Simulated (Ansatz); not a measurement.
Input and command of a plane-wave DFT calculation in Ansatz:

```yaml
crystal:
  lattice:
    - [13.0, 0.0, 0.0]
    - [0.0, 13.3, 0.0]
    - [0.0, 0.0, 4.0078955364]
  atoms:
    - { symbol: Li, position: [0.5, 0.5, 0.0] }
    - { symbol: F, position: [0.3458501717, 0.5, 0.0] }
    - { symbol: F, position: [0.6541498283, 0.5, 0.0] }
    - { symbol: Li, position: [0.5, 0.3493272355, 0.5] }
    - { symbol: Li, position: [0.5, 0.6506727645, 0.5] }
    - { symbol: Li, position: [0.3458501717, 0.5, 0.5] }
    - { symbol: Li, position: [0.6541498283, 0.5, 0.5] }
    - { symbol: F, position: [0.5, 0.5, 0.5] }
    - { symbol: F, position: [0.5, 0.3493272355, 0.0] }
    - { symbol: F, position: [0.5, 0.6506727645, 0.0] }
basis:
  ecutwfc: 420
kpoints:
  mp_grid: { grid: [1, 1, 8] }
hamiltonian:
  xc: pbesol
scf:
  occupations: { method: gaussian, width: 0.05 }
output:
  forces: true
  stress: true
  eigenvalues: true
  populations: true
  write_density: true
  write_potential: true
  elf: true
  volumetric_format: npy
relax:
  adjacent_minimum: "off"
  f_tol: 0.02
  max_steps: 45
  cell: { fix: [a, b, alpha, beta, gamma], stress_tol: 0.03 }
```

```bash
ansatz run input.yaml --threads 4 --pin off --max-ram 9216MiB --backend cpu --events-out ev --progress --plain --runs-dir out
```

Processor: Intel(R) Xeon(R) Platinum 8259CL CPU @ 2.50GHz (Skylake/Cascade Lake), 4 threads, on a host shared with other jobs.

Q: Estimate time, memory and problem size.

A: About 30 s on 4 threads of Intel(R) Xeon(R) Platinum 8259CL CPU @ 2.50GHz (Skylake/Cascade Lake), with other jobs on the host, peak memory 1.1 GiB. It solves 35 bands at 5 k points (the mesh reduced by the symmetry that the task leaves, which can be less than the crystal's) with about 11841 plane waves (on the last cell), in 55 SCF iterations over 8 ionic steps.
